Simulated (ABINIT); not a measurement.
This ABINIT 10.8.3 (patched build) run on Sb needs a look.

The input run.abi:

```
# Pseudopotentials
pp_dirpath "./"
pseudos "Sb.GGA_PBE-JTH.xml"

# Structure
acell 3*1.0 Angstrom
rprim
     3.3545324186     0.0000000000     0.0000000000
    -1.6772662093     2.9051102923     0.0000000000
     0.0000000000     0.0000000000     5.4701606500
ntypat 1
znucl 51
natom 2
typat 1 1
xred
     0.6666666667     0.3333333333     0.7500000000
     0.3333333333     0.6666666667     0.2500000000

# Plane-wave basis
ecut 19.0
pawecutdg 38.0
pawxcdev 0

# k points
kptopt 1
ngkpt 9 9 5
nshiftk 1
shiftk 0.0 0.0 0.0

# Exchange and correlation
ixc -109134
vdw_xc 7

# Bands and occupations
nband 19
occopt 3
tsmear 0.05 eV

# SCF cycle
nstep 50
tolvrs 1.0e-9

# Output
iomode 3
prtwf 0
prtden 0
prteig 0
prtebands 0
```

Potentials or basis: JTH PAW PBE v2.0.

Run with:

```console
$ abinit run.abi > log 2>&1
```

run.abo:

```text
.Version 10.8.3 of ABINIT
 Symmetries : space group P6_3/m m c (#194); Bravais hP (primitive hexag.)
================================================================================
 Values of the parameters that define the memory need of the present run
     intxc =       0    ionmov =       0      iscf =      17    lmnmax =      18
     lnmax =       6     mgfft =      45  mpssoang =       3    mqgrid =    3001
     natom =       2  nloc_mem =       2    nspden =       1   nspinor =       1
    nsppol =       1      nsym =      24    n1xccc =       1    ntypat =       1
    occopt =       3   xclevel =       2
       mpw =        1448          nfft =       32805          nkpt =          36
[... 48 lines left out ...]

 chkinp: Checking input parameters for consistency.

--- !ERROR
message: |
    Van der Waals DFT-D correction (vdw_xc=7) only available for the following XC functionals:
        GGA-PBE, GGA-BLYP, GGA-BP86, mGGA-TPSS, GGA-RevPBE, PBE0
    Action: change your pseudopotential file.
...

Checking consistency of input data against itself revealed some problem(s).
So, stopping. The details of the problem(s) are given in the error file or the standard output file (= "log" file).
In parallel, the details might not even be printed there. Then, try running in sequential to see the details.

--- !ERROR
message: |
    Checking consistency of input data against itself gave 1 inconsistency.
    The details of the problem can be FOUND ABOVE (or in output or log file).
    In parallel, the details might not even be printed there. Then, try running in sequential to see the details.
...
```

Problem. Diagnose the run.

Solution. The program refused the input. The input holds a flaw that was put in on purpose: dispersion correction that has no parameters for this functional (ixc = -109134; vdw_xc = 7).
